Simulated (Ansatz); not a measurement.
# HfO2 (P2_1/c) in Ansatz: settings compared

One crystal, HfO2, is run at these levels: PBE+D3(BJ), RPBE+D3(BJ); tasks: relaxation of cell and atoms.

All numbers are computed with Ansatz 0.2.0; they aren't measurements. Logs are shortened: lines on timing, memory, paths and dates and some standing lists are left out, and cuts for length are marked.

## Step 1: The structure

It takes space group P2_1/c (No. 14, monoclinic). The conventional cell has a = 5.118 Å, b = 5.186 Å, c = 5.284 Å, α = 90.00°, β = 99.35°, γ = 90.00°. Hf (site symmetry 1) is surrounded by 7 O at 2.03 to 2.25 Å. O (site symmetry 1) is surrounded by 3 Hf at 2.03 to 2.12 Å. O (site symmetry 1) has 4 Hf at 2.14 to 2.25 Å as nearest neighbours.

## Step 2: Relaxation of cell and atoms, PBE+D3(BJ)

The input, input.yaml:

```yaml
crystal:
  lattice:
    - [5.118, 0.0, 0.0]
    - [0.0, 5.1857, 0.0]
    - [-0.8586630598, 0.0, 5.2138671406]
  atoms:
    - { symbol: Hf, position: [0.2755, 0.4603, 0.708] }
    - { symbol: Hf, position: [0.7245, 0.9603, 0.792] }
    - { symbol: Hf, position: [0.7245, 0.5397, 0.292] }
    - { symbol: Hf, position: [0.2755, 0.0397, 0.208] }
    - { symbol: O, position: [0.0742, 0.1684, 0.8467] }
    - { symbol: O, position: [0.9258, 0.6684, 0.6533] }
    - { symbol: O, position: [0.9258, 0.8316, 0.1533] }
    - { symbol: O, position: [0.0742, 0.3316, 0.3467] }
    - { symbol: O, position: [0.4487, 0.7419, 0.9801] }
    - { symbol: O, position: [0.5513, 0.2419, 0.5199] }
    - { symbol: O, position: [0.5513, 0.2581, 0.0199] }
    - { symbol: O, position: [0.4487, 0.7581, 0.4801] }
hamiltonian:
  xc: pbe
  pseudopotentials: { kind: paw }
  dispersion: d3bj
kpoints:
  mp_grid: { grid: [5, 5, 5] }
scf:
  occupations: { method: fermi_dirac, width: 0.05 }
output:
  forces: true
  stress: true
relax:
  f_tol: 0.01
  max_steps: 40
  cell: { stress_tol: 0.05 }
```

Potentials or basis: Ansatz PAW.

On the command line:

```sh
ansatz run input.yaml --threads 4 --pin off --max-ram 11264MiB --backend cpu --events-out ev --progress --plain --runs-dir out
```

The program printed:

```text
Warning: RAYON_NUM_THREADS=4 ignored (pool sized by the plan → 4); use --threads N
Engine: ansatz 0.2.0, x86_64-unknown-linux-gnu
Pseudopotentials: kind: paw
Pseudopotential: Hf, paw, valence charge 26, recommended cutoff 420 eV (normal), Hf.paw.azcp
Pseudopotential: O, paw, valence charge 6, recommended cutoff 420 eV (normal), O.paw.azcp
Functional definition: PBE
  parameter kappa = 0.804
  parameter beta = 0.06672455060314922
  exchange = pbe_x(kappa = kappa, mu = beta*pi^2/3)
  correlation = pbe_c(beta = beta)
Crystal: 12 atoms, lattice volume = 138.378 Å³
Basis set: ecut = 420 eV, 2699 PW (Γ), exchange–correlation on 72×72×72 points (8 copies of the dense FFT grid, shifted against one another)
Bands: 92, of which v1, the nominal top of the filled ones, is band 76 counted from 1 (75 counted from 0)
Symmetry: 4 space group operations
Space group: P21/c (ITA 14), of the structure as read, at distance tolerance 5.2e-5 Å
k-points: 39 of 125
Non-local potential: Hf, projectors of the file, l = 0: 3, l = 1: 2, l = 2: 2, l = 3: 3
Non-local potential: O, projectors of the file, l = 0: 2, l = 1: 2, l = 2: 1
PAW form: soft (Blöchl's): semilocal exchange-correlation on the pseudo side does not see the compensation charge
PAW one-centre angular grid: Hf, 590 points (default); XC on 64 Gauss nodes
PAW one-centre angular grid: O, 110 points (default); XC on 64 Gauss nodes
Initial density: superposition of atomic densities (neutral atoms: chi_scale 0, normalization atom), corrected by the library's trained network
Initial wavefunctions: pseudopotential atomic-orbital guess
Functional: x = pbe(κ = 0.804, μ = 0.2195149727645171), c = pbe(β = 0.06672455060314922)
SCF iter   1: F=—  HF=-67449.338943 eV  |F-HF|=—  |Δ(HF+E_count)|=         —  Δρ=2.97e-3  dr2=5.20e-3  ethr=1.77e-3  ⟨swp⟩=5.4  Hψ=11237  notcnv=0  defer=103
preconditioner: auto → Resta (q_TF=auto, 2.771 Å⁻¹)  ε∞=5.3  [insulator: Δε(μ)=4.219 eV  Ē_g=18.204 eV  σ=0.050 eV  W_gap=1.00  n_scr=52 (ndim 8)  ℏωp=37.9 eV  f_vac=0.076  D(μ)=0.00/eV (n_scr^D=0)  ε∞_Penn≈5.3]
SCF iter   2: F=—  HF=-67449.340220 eV  |F-HF|=—  |Δ(HF+E_count)|=   1.28e-3  Δρ=1.51e-3  dr2=1.08e-3  ethr=3.42e-6  ⟨swp⟩=2.0  Hψ=6640  notcnv=0  defer=129
SCF iter   3: F=—  HF=-67449.340963 eV  |F-HF|=—  |Δ(HF+E_count)|=   7.43e-4  Δρ=5.61e-4  dr2=2.59e-4  ethr=7.11e-7  ⟨swp⟩=2.0  Hψ=5395  notcnv=0  defer=129
SCF iter   4: F=—  HF=-67449.341101 eV  |F-HF|=—  |Δ(HF+E_count)|=   1.38e-4  Δρ=1.08e-4  dr2=1.48e-5  ethr=1.71e-7  ⟨swp⟩=2.0  Hψ=5546  notcnv=0  defer=129
SCF iter   5: F=—  HF=-67449.341082 eV  |F-HF|=—  |Δ(HF+E_count)|=   1.86e-5  Δρ=4.99e-5  dr2=3.48e-6  ethr=9.74e-9  ⟨swp⟩=2.0  Hψ=5562  notcnv=0  defer=129
SCF iter   6: F=—  HF=-67449.341083 eV  |F-HF|=—  |Δ(HF+E_count)|=   5.94e-7  Δρ=2.21e-5  dr2=5.42e-7  ethr=2.29e-9  ⟨swp⟩=2.0  Hψ=5546  notcnv=0  defer=129
SCF iter   7: F=-67449.341083 eV  HF=-67449.341083 eV  |F-HF|=7.03e-8  |Δ(HF+E_count)|=   1.15e-7  Δρ=6.04e-6  dr2=5.50e-8  ethr=6.58e-11  ⟨swp⟩=4.7  Hψ=12762  notcnv=0
SCF 1 converged in 7 iterations: F = -67449.341083 eV  dr2 = 5.50e-8
relax step   1: F+E_penalty+E_count = -67449.34108293 eV  Δ(F+E_penalty+E_count) = +0.000e0 eV  max|allowed force component| = 4.173e-1 eV/Å  Δτ_max = 0.0000 Å  P = +2.588 GPa  Ω = 138.378 Å³  (7 SCF iters, dr2 threshold 1.00e-7 eV, accepted)
Crystal: 12 atoms, lattice volume = 139.787 Å³
Basis set: ecut = 420 eV, 2727 PW (Γ), exchange–correlation on 72×72×72 points (8 copies of the dense FFT grid, shifted against one another)
Initial density: handed on by an earlier stage of this run
Initial wavefunctions: those handed on with the density
iter 1 solved again at ethr=2.70e-5 eV; its pass at ethr=3.10e-3 eV (dr2=4.10e-2 eV) is discarded
SCF iter   1: F=—  HF=-67449.363046 eV  |F-HF|=—  |Δ(HF+E_count)|=         —  Δρ=7.56e-3  dr2=3.92e-2  ethr=2.70e-5  ⟨swp⟩=2.5  Hψ=15394  notcnv=0
preconditioner: auto → Resta (q_TF=auto, 2.767 Å⁻¹)  ε∞=5.3  [insulator: Δε(μ)=4.014 eV  Ē_g=18.142 eV  σ=0.050 eV  W_gap=1.00  n_scr=52 (ndim 8)  ℏωp=37.7 eV  f_vac=0.082  D(μ)=0.00/eV (n_scr^D=0)  ε∞_Penn≈5.3]
SCF iter   2: F=—  HF=-67449.353906 eV  |F-HF|=—  |Δ(HF+E_count)|=   9.14e-3  Δρ=3.64e-3  dr2=7.52e-3  ethr=2.58e-5  ⟨swp⟩=2.1  Hψ=5120  notcnv=0
[... 68 lines left out ...]
SCF iter   1: F=—  HF=-67449.382579 eV  |F-HF|=—  |Δ(HF+E_count)|=         —  Δρ=1.13e-4  dr2=1.59e-6  ethr=8.03e-8  ⟨swp⟩=4.0  Hψ=21976  notcnv=0
preconditioner: auto → Resta (q_TF=auto, 2.768 Å⁻¹)  ε∞=5.3  [insulator: Δε(μ)=4.100 eV  Ē_g=18.166 eV  σ=0.050 eV  W_gap=1.00  n_scr=52 (ndim 8)  ℏωp=37.7 eV  f_vac=0.079  D(μ)=0.00/eV (n_scr^D=0)  ε∞_Penn≈5.3]
SCF iter   2: F=—  HF=-67449.382554 eV  |F-HF|=—  |Δ(HF+E_count)|=   2.56e-5  Δρ=5.65e-5  dr2=5.84e-7  ethr=1.05e-9  ⟨swp⟩=2.0  Hψ=6536  notcnv=0
SCF iter   3: F=—  HF=-67449.382574 eV  |F-HF|=—  |Δ(HF+E_count)|=   1.98e-5  Δρ=2.73e-5  dr2=9.28e-8  ethr=3.85e-10  ⟨swp⟩=2.0  Hψ=5264  notcnv=0
SCF iter   4: F=—  HF=-67449.382579 eV  |F-HF|=—  |Δ(HF+E_count)|=   5.68e-6  Δρ=1.89e-6  dr2=3.57e-9  ethr=6.11e-11  ⟨swp⟩=2.0  Hψ=5928  notcnv=0
SCF iter   5: F=—  HF=-67449.382579 eV  |F-HF|=—  |Δ(HF+E_count)|=   1.06e-9  Δρ=8.51e-7  dr2=8.73e-10  ethr=2.35e-12  ⟨swp⟩=2.0  Hψ=6552  notcnv=0
SCF iter   6: F=-67449.382579 eV  HF=-67449.382579 eV  |F-HF|=2.62e-10  |Δ(HF+E_count)|=   2.08e-9  Δρ=2.78e-7  dr2=8.25e-11  ethr=1.00e-12  ⟨swp⟩=3.0  Hψ=15337  notcnv=0
SCF 8 converged in 6 iterations: F = -67449.382579 eV  dr2 = 8.25e-11
relax step   8: F+E_penalty+E_count = -67449.38257928 eV  Δ(F+E_penalty+E_count) = -5.709e-3 eV  max|allowed force component| = 9.708e-4 eV/Å  Δτ_max = 0.0000 Å  P = +0.069 GPa  Ω = 139.495 Å³  stress off target by 8.59e-2 GPa  SCF on the basis re-selected at this cell (its energy is not comparable with the rows above)  (6 SCF iters)
basis re-selected at this cell: Δ(F+E_penalty+E_count) = -5.709e-3 eV, ΔP = +0.070 GPa vs the last step (what re-selecting the basis moved, of the pressure what is left beyond the Pulay correction that the steps carried, after the strain that the cell walked since its last selection, with what the two solves' SCF thresholds leave and, on support functions, any second-order correction that the steps lacked; it is no measure of the basis error at this ecutwfc). This SCF's stress stands 8.59e-2 GPa from its target on what of the cell is left free (relax.cell.stress_tol is 5.00e-2 GPa) and its largest allowed force component is 9.71e-4 eV/Å (relax.f_tol is 1.00e-2 eV/Å): not within both, so this SCF does not close the relaxation
Crystal: 12 atoms, lattice volume = 139.544 Å³
iter 1 solved again at ethr=7.60e-9 eV; its pass at ethr=3.10e-3 eV (dr2=1.16e-5 eV) is discarded
SCF iter   1: F=—  HF=-67449.382450 eV  |F-HF|=—  |Δ(HF+E_count)|=         —  Δρ=1.32e-4  dr2=1.12e-5  ethr=7.60e-9  ⟨swp⟩=3.2  Hψ=13111  notcnv=0
preconditioner: auto → Resta (q_TF=auto, 2.767 Å⁻¹)  ε∞=5.3  [insulator: Δε(μ)=4.100 eV  Ē_g=18.165 eV  σ=0.050 eV  W_gap=1.00  n_scr=52 (ndim 8)  ℏωp=37.7 eV  f_vac=0.080  D(μ)=0.00/eV (n_scr^D=0)  ε∞_Penn≈5.3]
SCF iter   2: F=—  HF=-67449.382357 eV  |F-HF|=—  |Δ(HF+E_count)|=   9.35e-5  Δρ=7.49e-5  dr2=4.15e-6  ethr=7.39e-9  ⟨swp⟩=1.0  Hψ=3588  notcnv=0
SCF iter   3: F=—  HF=-67449.382357 eV  |F-HF|=—  |Δ(HF+E_count)|=   6.02e-7  Δρ=1.96e-5  dr2=4.72e-7  ethr=2.73e-9  ⟨swp⟩=2.0  Hψ=5677  notcnv=0
SCF iter   4: F=—  HF=-67449.382357 eV  |F-HF|=—  |Δ(HF+E_count)|=   5.53e-8  Δρ=5.59e-6  dr2=3.72e-8  ethr=3.11e-10  ⟨swp⟩=2.0  Hψ=5924  notcnv=0
SCF iter   5: F=-67449.382357 eV  HF=-67449.382357 eV  |F-HF|=4.82e-9  |Δ(HF+E_count)|=   2.35e-8  Δρ=2.61e-6  dr2=7.63e-9  ethr=1.21e-11  ⟨swp⟩=4.4  Hψ=12964  notcnv=0
SCF 9 converged in 5 iterations: F = -67449.382357 eV  dr2 = 7.63e-9
relax step   9: F+E_penalty+E_count = -67449.38235732 eV  Δ(F+E_penalty+E_count) = +2.220e-4 eV  max|allowed force component| = 6.837e-4 eV/Å  Δτ_max = 0.0019 Å  P = +0.009 GPa  Ω = 139.544 Å³  energy of the carried Pulay correction = -2.377e-4 eV  (5 SCF iters, dr2 threshold 1.84e-8 eV, accepted)
iter 1 solved again at ethr=7.02e-8 eV; its pass at ethr=3.10e-3 eV (dr2=1.07e-4 eV) is discarded
SCF iter   1: F=—  HF=-67449.382623 eV  |F-HF|=—  |Δ(HF+E_count)|=         —  Δρ=7.35e-6  dr2=1.29e-8  ethr=7.02e-8  ⟨swp⟩=4.0  Hψ=22489  notcnv=0
eigensolver tolerance schedule: the retry pair's looser diagonalisation over-reported the residual by 8253.74 of it (diagonalisation noise at 0.23 of the residual, at the tolerance the schedule requests for it); recorded, not acted on — ethr = c·dr2/N_el stays at c = 1.0e-1
preconditioner: auto → Resta (q_TF=auto, 2.767 Å⁻¹)  ε∞=5.3  [insulator: Δε(μ)=4.099 eV  Ē_g=18.165 eV  σ=0.050 eV  W_gap=1.00  n_scr=52 (ndim 8)  ℏωp=37.7 eV  f_vac=0.079  D(μ)=0.00/eV (n_scr^D=0)  ε∞_Penn≈5.3]
SCF iter   2: F=—  HF=-67449.382533 eV  |F-HF|=—  |Δ(HF+E_count)|=   9.04e-5  Δρ=3.58e-6  dr2=3.67e-9  ethr=8.50e-12  ⟨swp⟩=3.3  Hψ=9340  notcnv=0
SCF iter   3: F=—  HF=-67449.382533 eV  |F-HF|=—  |Δ(HF+E_count)|=   1.08e-7  Δρ=2.01e-6  dr2=1.29e-9  ethr=2.41e-12  ⟨swp⟩=2.5  Hψ=6368  notcnv=0
SCF iter   4: F=—  HF=-67449.382533 eV  |F-HF|=—  |Δ(HF+E_count)|=   4.33e-8  Δρ=7.83e-7  dr2=3.69e-10  ethr=1.00e-12  ⟨swp⟩=2.0  Hψ=5608  notcnv=0
SCF iter   5: F=-67449.382533 eV  HF=-67449.382533 eV  |F-HF|=2.91e-11  |Δ(HF+E_count)|=   5.15e-9  Δρ=2.76e-7  dr2=7.76e-11  ethr=1.00e-12  ⟨swp⟩=4.4  Hψ=12999  notcnv=0
SCF 10 converged in 5 iterations: F = -67449.382533 eV  dr2 = 7.76e-11
relax step  10: F+E_penalty+E_count = -67449.38253278 eV  Δ(F+E_penalty+E_count) = -1.755e-4 eV  max|allowed force component| = 6.916e-4 eV/Å  Δτ_max = 0.0000 Å  P = +0.011 GPa  Ω = 139.544 Å³  stress off target by 1.38e-2 GPa  SCF on the basis re-selected at this cell (its energy is not comparable with the rows above)  (5 SCF iters)
basis re-selected at this cell: Δ(F+E_penalty+E_count) = -1.755e-4 eV, ΔP = +0.002 GPa vs the last step (what re-selecting the basis moved, of the pressure what is left beyond the Pulay correction that the steps carried, after the strain that the cell walked since its last selection, with what the two solves' SCF thresholds leave and, on support functions, any second-order correction that the steps lacked; it is no measure of the basis error at this ecutwfc). This SCF's stress stands 1.38e-2 GPa from its target on what of the cell is left free (relax.cell.stress_tol is 5.00e-2 GPa) and its largest allowed force component is 6.92e-4 eV/Å (relax.f_tol is 1.00e-2 eV/Å): within both
SCF converged after 5 iterations
Free energy (F): -67449.382533 eV
Harris-Foulkes:  -67449.382533 eV  (|F-HF|=2.91e-11)
Internal energy: -67449.382533 eV  (E = F + TS)
E sigma→0 (E₀):  -67449.382533 eV
Fermi energy:    16.051913 eV
--- Per-component energies (eV) ---
  E_band       = -14.426346
  E_kinetic    = 3088.625115
  E_local      = -24681.217212  (includes V_loc(G=0)·N_el)
  E_nonlocal   = -4587.662771
  E_hartree    = 11285.881199
  E_xc         = -1791.263434
  E_vxc        = -1819.320869  (∫ρ·V_xc dr)
  E_paw        = -28974.071485  (= ΣΔE_a)
  E_vpaw       = 5413.366454  (= ΣTr[D̂ρ^β])
  E_aug_tail   = 0.019886  (compensation charges beyond the density's cutoff)
  E_ewald      = -21787.007105
  E_disp       = -2.686726  (pairwise vdW)
  E_smearing   = -0.000000  (= −TS)
  E_closure    = 0.000000  (closes the sum)
  Σ components = -67449.382533   (vs F -67449.382533, Δ=0.00e0)
--- Forces (eV/Å), atoms counted from 1 ---
  atom   1  Hf     0.00001051    -0.00050349    -0.00069157
  atom   2  Hf    -0.00001051    -0.00050349     0.00069157
  atom   3  Hf    -0.00001051     0.00050349     0.00069157
  atom   4  Hf     0.00001051     0.00050349    -0.00069157
  atom   5  O     -0.00017003    -0.00005266     0.00025794
  atom   6  O      0.00017003    -0.00005266    -0.00025794
  atom   7  O      0.00017003     0.00005266    -0.00025794
  atom   8  O     -0.00017003     0.00005266     0.00025794
  atom   9  O      0.00042300    -0.00012484     0.00016946
  atom  10  O     -0.00042300    -0.00012484    -0.00016946
  atom  11  O     -0.00042300     0.00012484    -0.00016946
  atom  12  O      0.00042300     0.00012484     0.00016946
  max |Σ_I F_I| component: 0.00e0 eV/Å
--- Stress (GPa, compression-positive) ---
        0.008683       0.000000      -0.001738
        0.000000       0.009872       0.000000
       -0.001738       0.000000       0.013159
  P = ⅓ Tr σ = 0.0106 GPa (0.106 kbar)
--- Relaxed structure (8 steps of the walk, 8 accepted, 2 SCFs on fresh bases) ---
  F+E_penalty+E_count = -67449.38253278 eV   max|allowed force component| = 6.916e-4 eV/Å   (the final SCF, on the basis selected at the relaxed cell)
  cell:  # Å, volume = 139.5435 Å³
    - [5.126121033876509, -2.477361525805791e-33, -0.007922553501515]
    - [-2.703101808869951e-33, 5.202154338078977, 4.441058562764911e-33]
    - [-0.8680965051240206, 4.8808158228941305e-33, 5.234184272782845]
  atoms:
    - { symbol: Hf, position: [0.27654371037017966, 0.4575568642471604, 0.7082096622985053] }
    - { symbol: Hf, position: [0.7234562896298207, 0.9575568642471606, 0.7917903377014948] }
    - { symbol: Hf, position: [0.7234562896298206, 0.5424431357528396, 0.2917903377014945] }
    - { symbol: Hf, position: [0.2765437103701797, 0.042443135752839645, 0.20820966229850552] }
    - { symbol: O, position: [0.07074679912707252, 0.16418591935985652, 0.8418751537229295] }
    - { symbol: O, position: [0.9292532008729276, 0.6641859193598566, 0.6581248462770708] }
    - { symbol: O, position: [0.9292532008729276, 0.8358140806401436, 0.1581248462770706] }
    - { symbol: O, position: [0.07074679912707249, 0.33581408064014345, 0.34187515372292937] }
    - { symbol: O, position: [0.44711060414930637, 0.7419190392264705, 0.9791639630035397] }
    - { symbol: O, position: [0.5528893958506937, 0.24191903922647043, 0.5208360369964605] }
    - { symbol: O, position: [0.5528893958506937, 0.2580809607735296, 0.020836036996460368] }
    - { symbol: O, position: [0.4471106041493064, 0.7580809607735295, 0.4791639630035396] }
```

It took 1.8 min on 4 threads of Intel Xeon at 2.50GHz (Skylake/Cascade Lake), shared host; peak memory 0.85 GiB.

Results:

* Free energy: -67449.3825 eV
* Relaxed volume: 11.63 Å³/atom
* Relaxed cell: a = 5.126 Å, b = 5.202 Å, c = 5.306 Å, α = 90.00°, β = 99.51°, γ = 90.00°
* Space group after relaxing (to 0.05 Å): P2_1/c (No. 14)
* Energy gained by relaxing: 3.5 meV/atom
* Ionic steps: 10
* Pressure after relaxing: 0.0 GPa
* Band gap on the k mesh: 4.10 eV

The path:
| step | energy change (eV) | largest force (eV/Å) | volume (Å³) |
| --- | --- | --- | --- |
| 1 | 0.0000 | 0.4839 | 138.38 |
| 2 | -0.0115 | 0.2265 | 139.79 |
| 3 | -0.0328 | 0.0669 | 139.68 |
| 4 | -0.0339 | 0.0805 | 139.57 |
| 5 | -0.0354 | 0.0368 | 139.39 |
| 6 | -0.0359 | 0.0333 | 139.44 |
| 7 | -0.0358 | 0.0015 | 139.49 |
| 8 | -0.0415 | 0.0011 | 139.49 |
| 9 | -0.0413 | 0.0008 | 139.54 |
| 10 | -0.0414 | 0.0009 | 139.54 |

Final structure:
```yaml
crystal:
  lattice:
    - [5.12612, 0.00000, -0.00792]
    - [0.00000, 5.20215, 0.00000]
    - [-0.86810, 0.00000, 5.23418]
  atoms:
    - { symbol: Hf, position: [0.27654, 0.45756, 0.70821] }
    - { symbol: Hf, position: [0.72346, 0.95756, 0.79179] }
    - { symbol: Hf, position: [0.72346, 0.54244, 0.29179] }
    - { symbol: Hf, position: [0.27654, 0.04244, 0.20821] }
    - { symbol: O, position: [0.07075, 0.16419, 0.84188] }
    - { symbol: O, position: [0.92925, 0.66419, 0.65812] }
    - { symbol: O, position: [0.92925, 0.83581, 0.15812] }
    - { symbol: O, position: [0.07075, 0.33581, 0.34188] }
    - { symbol: O, position: [0.44711, 0.74192, 0.97916] }
    - { symbol: O, position: [0.55289, 0.24192, 0.52084] }
    - { symbol: O, position: [0.55289, 0.25808, 0.02084] }
    - { symbol: O, position: [0.44711, 0.75808, 0.47916] }
```

Caveat: odd divisions of the mesh miss points on the zone boundary, where band edges often lie, so the gap on the mesh can be too wide; the plane-wave basis is chosen anew once the cell has moved, so the energies of steps on either side of that aren't comparable; the pressure holds a Pulay correction of +0.8 GPa for the finite cutoff; spin-orbit coupling is left out, which moves the levels of the heavy elements.

## Step 3: Relaxation of cell and atoms, RPBE+D3(BJ)

Changes to input.yaml since step 2:

```diff
@@ -19,3 +19,3 @@
 hamiltonian:
-  xc: pbe
+  xc: rpbe
   pseudopotentials: { kind: paw }
```

Potentials or basis: Ansatz PAW.

On the command line:

```sh
ansatz run input.yaml --threads 4 --pin off --max-ram 11264MiB --backend cpu --events-out ev --progress --plain --runs-dir out
```

Run time: 2.1 min. Hardware: 4 threads of Intel Xeon at 2.50GHz (Skylake/Cascade Lake), shared host; peak memory 0.84 GiB.

It converged, with:

| Item | Value |
| --- | --- |
| Free energy | -67524.6344 eV |
| Relaxed volume | 10.46 Å³/atom |
| Relaxed cell | a = 4.925 Å, b = 5.201 Å, c = 4.922 Å, α = 90.00°, β = 95.54°, γ = 90.00° |
| Space group after relaxing (to 0.05 Å) | P2_1/c (No. 14) |
| Energy gained by relaxing | 47.5 meV/atom |
| Ionic steps | 10 |
| Pressure after relaxing | 0.0 GPa |
| Largest force after relaxing | 0.007 eV/Å |
| Band gap on the k mesh | 4.80 eV |

Forces in eV/Å, atoms in the order of the input:
```
Hf   0.006  0.004  0.002
Hf  -0.006  0.004 -0.002
Hf  -0.006 -0.004 -0.002
Hf   0.006 -0.004  0.002
O    0.001  0.000 -0.002
O   -0.001  0.000  0.002
O   -0.001  0.000  0.002
O    0.001  0.000 -0.002
O    0.000  0.000  0.001
O    0.000  0.000 -0.001
O    0.000  0.000 -0.001
O    0.000  0.000  0.001
```

Step by step:
```tsv
step	energy change (eV)	largest force (eV/Å)	volume (Å³)
1	0.0000	0.4881	138.38
2	-0.2061	0.4778	131.26
3	-0.2666	0.2069	132.33
4	-0.3698	0.2665	132.40
5	-0.5160	0.1190	130.04
6	-0.5960	0.0956	125.38
7	-0.5963	0.0072	126.00
8	-0.5685	0.0080	126.00
9	-0.5719	0.0071	125.50
10	-0.5696	0.0071	125.50
```

Final structure:
```
Hf O
1.0
     4.92188    0.00000    0.17436
     0.00000    5.20128    0.00000
    -0.64814    0.00000    4.87919
Hf O
4 8
Direct
  0.27394 0.46422 0.71953
  0.72606 0.96422 0.78047
  0.72606 0.53578 0.28047
  0.27394 0.03578 0.21953
  0.10488 0.10799 0.78783
  0.89512 0.60799 0.71217
  0.89512 0.89201 0.21217
  0.10488 0.39201 0.28783
  0.44284 0.73859 0.99341
  0.55716 0.23859 0.50659
  0.55716 0.26141 0.00659
  0.44284 0.76141 0.49341
```

Caveat: odd divisions of the mesh miss points on the zone boundary, where band edges often lie, so the gap on the mesh can be too wide; the plane-wave basis is chosen anew once the cell has moved, so the energies of steps on either side of that aren't comparable; the pressure holds a Pulay correction of +0.8 GPa for the finite cutoff; spin-orbit coupling is left out, which moves the levels of the heavy elements; the PAW data sets come from PBE, with cores solved anew for the run's functional, which leaves a small shift of forces and pressure. A k mesh can miss the band edges.
